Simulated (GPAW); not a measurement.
Input of a GPAW 26.7.0 run:

run.py

```python
from ase import Atoms
from ase.eos import EquationOfState
from ase.io import Trajectory
from ase.units import GPa
from gpaw import GPAW, PW

atoms = Atoms(['Co', 'Al'],
              cell=[[2.81940321, 0.0, 0.0],
                    [0.0, 2.81940321, 0.0],
                    [0.0, 0.0, 2.81940321]],
              scaled_positions=[[0.5, 0.5, 0.5],
                                [0.0, 0.0, 0.0]],
              pbc=True)
atoms.set_initial_magnetic_moments([2.0, 0.0])

traj = Trajectory('eos.traj', 'w')
volumes, energies = [], []
for x in [0.94, 0.96, 0.98, 1.0, 1.02, 1.04, 1.06]:
    a = atoms.copy()
    a.set_cell(atoms.cell * x**(1 / 3), scale_atoms=True)
    calc = GPAW(mode=PW(600),
                xc='LDA',
                kpts={'size': (9, 9, 9), 'gamma': True},
                occupations={'name': 'fermi-dirac', 'width': 0.05},
                nbands=15,
                convergence={'density': 1e-05, 'energy': 1e-05},
                maxiter=150,
                txt=f'eos-{x:.2f}.txt')
    a.calc = calc
    energies.append(a.get_potential_energy(force_consistent=True))
    volumes.append(a.get_volume())
    p = -a.get_stress()[:3].mean() / GPa
    calc.write(f'eos-{x:.2f}.gpw')
    traj.write(a)
    print(f'{x:.2f} {volumes[-1]:10.4f} A^3 {energies[-1]:14.6f} eV {p:9.3f} GPa', flush=True)

v0, e0, B = EquationOfState(volumes, energies, eos='birchmurnaghan').fit()
print(f'V0 = {v0:.4f} A^3, E0 = {e0:.6f} eV, B0 = {B / GPa:.2f} GPa')
```

Potentials or basis: the program's PAW data sets (release 1.2.1) made for this functional, pw.

Launch:

```bash
$ OMP_NUM_THREADS=1 python run.py
```

(1) What does it give for the bulk modulus?

(2) What does it give for the pressure derivative of the bulk modulus?

(3) What does it give for the equilibrium volume?

## Answers

(1) 210 GPa.

(2) 4.5.

(3) 10.98 Å³/atom.
